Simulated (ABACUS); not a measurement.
Input of an ABACUS 3.10.1 run:

Contents of run_abacus.py:

```python
"""ABACUS run from a structure file: ASE reads it, the script writes STRU, KPT and INPUT."""
import re
import subprocess
from ase.io import read
from ase.units import Bohr

atoms = read("InP.cif")
atoms = atoms[(-atoms.numbers).argsort(kind="stable")]  # ABACUS lists atoms element by element
pseudo = {'In': 'In_ONCV_PBE-1.2.upf', 'P': 'P_ONCV_PBE-1.2.upf'}
orbital = {}
magmoms = None
kmesh = [5, 5, 5]
params = {
    'suffix': 'InP',
    'calculation': 'cell-relax',
    'basis_type': 'pw',
    'pseudo_dir': './',
    'symmetry': 1,
    'dft_functional': 'MGGA_X_RSCAN+MGGA_C_RSCAN',
    'ecutwfc': 82,
    'pseudo_rcut': 10,
    'nspin': 1,
    'nbands': 13,
    'ks_solver': 'dav',
    'smearing_method': 'fd',
    'smearing_sigma': 0.00367493,
    'scf_thr': 1e-08,
    'scf_nmax': 100,
    'mixing_type': 'broyden',
    'mixing_beta': 0.7,
    'cal_force': 1,
    'cal_stress': 1,
    'mixing_tau': 1,
    'relax_nmax': 60,
    'force_thr_ev': 0.02,
    'relax_method': 'cg',
    'out_stru': 1,
    'stress_thr': 0.2,
    'kpar': 4,
}

symbols = atoms.get_chemical_symbols()
elements = list(dict.fromkeys(symbols))
lines = ["ATOMIC_SPECIES"] + [f"{e} {atoms.get_masses()[symbols.index(e)]:.4f} {pseudo[e]}" for e in elements]
if orbital:
    lines += ["", "NUMERICAL_ORBITAL"] + [orbital[e] for e in elements]
lines += ["", "LATTICE_CONSTANT", f"{1 / Bohr:.10f}", "", "LATTICE_VECTORS"]
lines += [" ".join(f"{x:.10f}" for x in v) for v in atoms.cell]
lines += ["", "ATOMIC_POSITIONS", "Direct"]
for e in elements:
    lines += ["", e, "0.0", str(symbols.count(e))]
    for i, p in enumerate(atoms.get_scaled_positions(wrap=False)):
        if symbols[i] == e:
            mag = "" if magmoms is None else " mag " + " ".join(str(x) for x in (magmoms[i] if isinstance(magmoms[i], list) else [magmoms[i]]))
            lines.append(" ".join(f"{x:.10f}" for x in p) + " 1 1 1" + mag)
open("STRU", "w").write("\n".join(lines) + "\n")
open("KPT", "w").write("K_POINTS\n0\nGamma\n%d %d %d 0 0 0\n" % tuple(kmesh))
open("INPUT", "w").write("INPUT_PARAMETERS\n" + "".join(f"{k:<20s}{v}\n" for k, v in params.items()))

done = subprocess.run(['mpirun', '-np', '4', 'abacus'])
if done.returncode:
    raise SystemExit(done.returncode)
log = open("OUT.InP/running_cell-relax.log").read()
print("final energy (eV):", re.findall(r"FINAL_ETOT_IS (\S+)", log))
```

InP.cif

```cif
data_InP
_cell_length_a 4.14435284
_cell_length_b 4.14435284
_cell_length_c 4.14435284
_cell_angle_alpha 60.00000000
_cell_angle_beta 60.00000000
_cell_angle_gamma 60.00000000
_space_group_name_H-M_alt 'P1'
_space_group_name_Hall 'P 1'
_space_group_IT_number 1
loop_
_space_group_symop_operation_xyz
'x,y,z'
loop_
_atom_site_label
_atom_site_type_symbol
_atom_site_symmetry_multiplicity
_atom_site_Wyckoff_symbol
_atom_site_fract_x
_atom_site_fract_y
_atom_site_fract_z
_atom_site_occupancy
In1 In 1 a 0.0000000000 0.0000000000 0.0000000000 1
P1 P 1 a 0.7500000000 0.7500000000 0.7500000000 1
```

Potentials or basis: SG15 ONCV 1.2 PBE, plane waves.

The run is started by

```bash
$ OMP_NUM_THREADS=1 python run_abacus.py > log
```

Task: Estimate the space group after relaxing (to 0.05 Å).

Result: F-43m (No. 216).

Task: What does it give for the band gap on the k mesh?

Result: 0.72 eV, direct.

Final structure:
```cif
data_structure
_symmetry_space_group_name_H-M 'P 1'
_symmetry_Int_Tables_number 1
_cell_length_a 4.1494
_cell_length_b 4.1494
_cell_length_c 4.1494
_cell_angle_alpha 60.000
_cell_angle_beta 60.000
_cell_angle_gamma 60.000
_cell_volume 50.52
loop_
_atom_site_label
_atom_site_type_symbol
_atom_site_fract_x
_atom_site_fract_y
_atom_site_fract_z
_atom_site_occupancy
In1 In 0.00000 0.00000 0.00000 1
P1 P 0.75000 0.75000 0.75000 1
```

Caveat: spin-orbit coupling is left out, which moves the levels of the heavy elements. Zero-point motion and thermal expansion aren't in these numbers.
